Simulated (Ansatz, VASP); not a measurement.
# SnPt in two plane-wave programs

Aim: how closely do two programs agree when they are given the same cell, functional and k mesh? The two relaxations start from unlike cells of this crystal (the structure described is Ansatz's start), so only their ends are compared.

Calculated with Ansatz 0.2.0; plane waves, with VASP 6.6.1 beside it; relaxation of cell and atoms at r2SCAN.

## (1) Set-up

The structure is hexagonal, space group P6_3/mmc (No. 194). Conventional cell: a = 4.101 Å, b = 4.101 Å, c = 5.441 Å, α = 90.00°, β = 90.00°, γ = 120.00°. Nearest to Sn lie 6 Pt at 2.73 Å. Pt has 2 Pt at 2.72 Å and 6 Sn at 2.73 Å nearest. Farther neighbours are not listed.

Structure file:

```cif
data_structure
_symmetry_space_group_name_H-M 'P 1'
_symmetry_Int_Tables_number 1
_cell_length_a 4.1014
_cell_length_b 4.1014
_cell_length_c 5.4405
_cell_angle_alpha 90.000
_cell_angle_beta 90.000
_cell_angle_gamma 120.000
_cell_volume 79.26
loop_
_atom_site_label
_atom_site_type_symbol
_atom_site_fract_x
_atom_site_fract_y
_atom_site_fract_z
_atom_site_occupancy
Sn1 Sn 0.33333 0.66667 0.25000 1
Sn2 Sn 0.66667 0.33333 0.75000 1
Pt3 Pt 0.00000 0.00000 0.00000 1
Pt4 Pt 0.00000 0.00000 0.50000 1
```

## (2) Ansatz: relaxation of cell and atoms, r2SCAN

Ansatz runs on its default PAW (the set named soft_2) files.

The relaxed volume is the usual yardstick between codes: in a stiff, nearly cubic crystal its relative difference is about their pressure difference at one cell divided by the bulk modulus.

input.yaml

```yaml
crystal:
  lattice:
    - [4.1014, 0.0, 0.0]
    - [-2.0507, 3.5519165911, 0.0]
    - [0.0, 0.0, 5.4405]
  atoms:
    - { symbol: Sn, position: [0.3333333333, 0.6666666667, 0.25] }
    - { symbol: Sn, position: [0.6666666667, 0.3333333333, 0.75] }
    - { symbol: Pt, position: [0.0, 0.0, 0.0] }
    - { symbol: Pt, position: [0.0, 0.0, 0.5] }
kpoints:
  mp_grid: { grid: [12, 12, 8] }
hamiltonian:
  xc: r2scan
scf:
  occupations: { method: gaussian, width: 0.1 }
output:
  forces: true
  stress: true
  eigenvalues: true
relax:
  adjacent_minimum: "off"
  f_tol: 0.005
  max_steps: 60
  cell: { stress_tol: 0.03 }
```

Run with:

```bash
> ansatz run input.yaml --threads 4 --pin off --max-ram 8192MiB --backend cpu --events-out ev --progress --plain --runs-dir out
```

Numbers of over 12 decimals in the logs are rounded to 6 here.

Output:

```text
Engine: ansatz 0.2.0, aarch64-unknown-linux-gnu
Pseudopotentials: kind: paw
Pseudopotential: Sn, paw, valence charge 14, recommended cutoff 500 eV (meta_gga), Sn.paw.azcp
Pseudopotential: Pt, paw, valence charge 18, recommended cutoff 500 eV (meta_gga), Pt.paw.azcp
Functional definition: r2SCAN
  parameter k0 = 0.174
  parameter k1 = 0.065
  parameter a1 = 4.9479
  exchange = r2scan_x(k0 = k0, k1 = k1, a1 = a1)
  correlation = r2scan_c
Crystal: 4 atoms, lattice volume = 79.256 Å³
Basis set: ecut = 500 eV, 2041 PW (Γ), exchange–correlation on 120×120×160 points (64 copies of the dense FFT grid, shifted against one another)
Bands: 39, of which v1, the nominal top of the filled ones, is band 32 counted from 1 (31 counted from 0)
Symmetry: 24 space group operations
Space group: P63/mmc (ITA 194), of the structure as read, at distance tolerance 4.3e-5 Å
k-points: 95 of 1152
Non-local potential: Sn, projectors of the file, l = 0: 2, l = 1: 2, l = 2: 2, l = 3: 2
Non-local potential: Pt, projectors of the file, l = 0: 3, l = 1: 2, l = 2: 2, l = 3: 1
PAW form: soft (Blöchl's): semilocal exchange-correlation on the pseudo side does not see the compensation charge
PAW frozen core: Sn, regenerated for the run's functional (the file was generated under x = pbe(κ = 0.804, μ = 0.219515), c = pbe(β = 0.066725))
PAW frozen core: Pt, regenerated for the run's functional (the file was generated under x = pbe(κ = 0.804, μ = 0.219515), c = pbe(β = 0.066725))
PAW one-centre angular grid: Sn, 590 points (default); XC on 249 of its mesh's 2787 points in the sphere
PAW one-centre angular grid: Pt, 590 points (default); XC on 160 Gauss nodes
Initial density: superposition of atomic densities (neutral atoms: chi_scale 0, normalization atom), corrected by the library's trained network
Initial wavefunctions: pseudopotential atomic-orbital guess
Functional: x = r2scan, c = r2scan; τ floored in thin density (d = 2e-4 eV/Å³)
SCF iter   1: F=—  HF=-37153.257854 eV  |F-HF|=—  |Δ(HF+E_count)|=         —  Δρ=1.07e-2  dr2=1.12e-1  dr2_τ=4.83e-2  ethr=1.77e-3  ⟨swp⟩=6.5  Hψ=14837  notcnv=0  defer=16
preconditioner: auto → LDOS  [metal: Δε(μ)=0.047 eV  Ē_g=16.599 eV  σ=0.100 eV  W_gap=0.25  n_scr=22 (ndim 8)  ℏωp=28.9 eV  f_vac=0.011  D(μ)=1.36/eV (n_scr^D=2)  β→1.0]
SCF iter   2: F=—  HF=-37153.279078 eV  |F-HF|=—  |Δ(HF+E_count)|=   2.12e-2  Δρ=8.29e-3  dr2=5.94e-2  dr2_τ=1.49e-2  ethr=1.75e-4  ⟨swp⟩=2.3  Hψ=7529  notcnv=0  defer=159
SCF iter   3: F=—  HF=-37153.266128 eV  |F-HF|=—  |Δ(HF+E_count)|=   1.29e-2  Δρ=9.57e-4  dr2=9.80e-4  dr2_τ=1.18e-4  ethr=9.29e-5  ⟨swp⟩=2.1  Hψ=5345  notcnv=0  defer=159
SCF iter   4: F=—  HF=-37153.266075 eV  |F-HF|=—  |Δ(HF+E_count)|=   5.33e-5  Δρ=1.35e-4  dr2=8.71e-6  dr2_τ=6.60e-7  ethr=1.53e-6  ⟨swp⟩=2.0  Hψ=4810  notcnv=0  defer=159
SCF iter   5: F=—  HF=-37153.266082 eV  |F-HF|=—  |Δ(HF+E_count)|=   6.79e-6  Δρ=4.69e-5  dr2=1.67e-6  dr2_τ=8.60e-8  ethr=1.36e-8  ⟨swp⟩=2.0  Hψ=6126  notcnv=0  defer=159
SCF iter   6: F=-37153.266081 eV  HF=-37153.266081 eV  |F-HF|=6.77e-8  |Δ(HF+E_count)|=   6.33e-7  Δρ=8.39e-6  dr2=2.48e-8  dr2_τ=2.10e-9  ethr=1.56e-10  ⟨swp⟩=8.4  Hψ=19660  notcnv=0
SCF 1 converged in 6 iterations: F = -37153.266081 eV  dr2 = 2.48e-8
  greatest PAW one-centre occupation: 1.000 electrons in one spin orbital (limit 2), on the Pt atom at site 3 (counted from 0), in its partial waves of l = 0
relax step   1: F+E_penalty+E_count = -37153.26608127 eV  Δ(F+E_penalty+E_count) = +0.000e0 eV  max|allowed force component| = 8.095e-18 eV/Å  Δτ_max = 0.0000 Å  P = +3.635 GPa  Ω = 79.256 Å³  (6 SCF iters, dr2 threshold 1.00e-7 eV, accepted)
[...]
relax step   3: F+E_penalty+E_count = -37153.28636256 eV  Δ(F+E_penalty+E_count) = -2.028e-2 eV  max|allowed force component| = 1.156e-17 eV/Å  Δτ_max = 0.0000 Å  P = -0.302 GPa  Ω = 81.320 Å³  energy of the carried Pulay correction = -4.216e-4 eV  (9 SCF iters, accepted)
[...]
relax step   4: F+E_penalty+E_count = -37153.28656273 eV  Δ(F+E_penalty+E_count) = -2.002e-4 eV  max|allowed force component| = 2.776e-17 eV/Å  Δτ_max = 0.0000 Å  P = -0.003 GPa  Ω = 81.149 Å³  energy of the carried Pulay correction = -3.872e-4 eV  (4 SCF iters, dr2 threshold 2.45e-7 eV, accepted)
[...]
relax step   5: F+E_penalty+E_count = -37153.28697060 eV  Δ(F+E_penalty+E_count) = -4.079e-4 eV  max|allowed force component| = 2.313e-17 eV/Å  Δτ_max = 0.0000 Å  P = +0.001 GPa  Ω = 81.149 Å³  stress off target by 6.88e-3 GPa  SCF on the basis re-selected at this cell (its energy is not comparable with the rows above)  (6 SCF iters)
basis re-selected at this cell: Δ(F+E_penalty+E_count) = -4.079e-4 eV, ΔP = +0.004 GPa vs the last step (what re-selecting the basis moved, of the pressure what is left beyond the Pulay correction that the steps carried, after the strain that the cell walked since its last selection, with what the two solves' SCF thresholds leave and, on support functions, any second-order correction that the steps lacked; it is no measure of the basis error at this ecutwfc). The dense FFT grid was sized anew with the basis: this SCF ran on 32×32×40 points, the steps before it on 30×30×40, so part of this shift can come from that change (see relax.cell in the input reference). [rest of the remark cut]
SCF converged after 6 iterations
Free energy (F): -37153.286971 eV
Harris-Foulkes:  -37153.286971 eV  (|F-HF|=2.18e-11)
Internal energy: -37153.280002 eV  (E = F + TS)
E sigma→0 (E₀):  -37153.283486 eV
Entropy (-TS):   -0.006969 eV (-1.742 meV/atom)
Fermi energy:    15.875426 eV
--- Per-component energies (eV) ---
  E_band       = -610.045082
  E_kinetic    = 1654.350401
  E_local      = -5542.028518  (includes V_loc(G=0)·N_el)
  E_nonlocal   = 338.668304
  E_hartree    = 2552.036103
  E_xc         = -1250.315983
  E_vxc        = -886.771831  (∫ρ·V_xc dr)
  E_paw        = -27285.940110  (= ΣΔE_a)
  E_vpaw       = -1335.509629  (= ΣTr[D̂ρ^β])
  E_aug_tail   = 0.000305  (compensation charges beyond the density's cutoff)
  E_vtau       = 57.173603  (kinetic-family band-sum trace: ∫τ·v_τ [+ j·A + Jᵃ·Aᵃ] dr)
  E_ewald      = -7621.058154
  E_core_change = 1.007651  (= ΣΔE_core)
  E_smearing   = -0.006969  (= −TS)
  E_closure    = -0.000000  (closes the sum)
  Σ components = -37153.286971   (vs F -37153.286971, Δ=0.00e0)
--- Forces (eV/Å), atoms counted from 1 ---
  atom   1  Sn     0.00000000     0.00000000     0.00000000
  atom   2  Sn     0.00000000    -0.00000000    -0.00000000
  atom   3  Pt    -0.00000000     0.00000000     0.00000000
  atom   4  Pt     0.00000000     0.00000000    -0.00000000
  max |Σ_I F_I| component: 3.16e-30 eV/Å
--- Stress (GPa, compression-positive) ---
        0.004885      -0.000000      -0.000000
        0.000000       0.004885       0.000000
       -0.000000       0.000000      -0.006884
  P = ⅓ Tr σ = 0.0010 GPa (0.010 kbar)
--- Band table (eV; the first three rows and the last of 95) ---
  k-point 0: bands = [... 28 lower, 13.8109, 13.8109, 17.1432, 17.6762, 17.6762, 20.0286, 20.9310, 21.3573, ... 3 higher]
  k-point 1: bands = [... 28 lower, 13.6247, 13.6247, 16.8698, 17.9293, 17.9293, 20.2851, 20.3475, 21.2968, ... 3 higher]
  k-point 2: bands = [... 28 lower, 13.2000, 13.2000, 16.4039, 18.5514, 18.5514, 19.2826, 20.8826, 21.0925, ... 3 higher]
  k-point 94: bands = [... 28 lower, 12.4552, 12.4552, 14.3699, 14.3699, 14.7303, 14.7303, 22.4787, 22.4787, ... 3 higher]
--- Relaxed structure (4 steps of the walk, 3 accepted, 1 SCFs on fresh bases) ---
  F+E_penalty+E_count = -37153.28697060 eV   max|allowed force component| = 2.313e-17 eV/Å   (the final SCF, on the basis selected at the relaxed cell)
  cell:  # Å, volume = 81.1485 Å³
    - [4.137093, 0.0, 0]
    - [-2.068547, 3.582828, 9.850007937469174e-19]
    - [0, 1.5087338570454603e-18, 5.474690]
  atoms:
    - { symbol: Sn, position: [0.333333, 0.666667, 0.25] }
    - { symbol: Sn, position: [0.666667, 0.333333, 0.750000] }
    - { symbol: Pt, position: [0, 0, 0] }
    - { symbol: Pt, position: [0, 0.0, 0.5] }
```

[end of part 1 of 2]

[Lines on the potential files, build, host, timing and source positions are cut from VASP's logs without a mark.]

[Logs are printed without paths, hosts, clocks, repeated set-up lines and the standing remarks that a program may print on its own settings, such as how far it seeks lower states.]

[Hosts, paths, dates, database ids (printed as entryN), source tags and the programs' standing remarks are cut or masked in the printed files.]
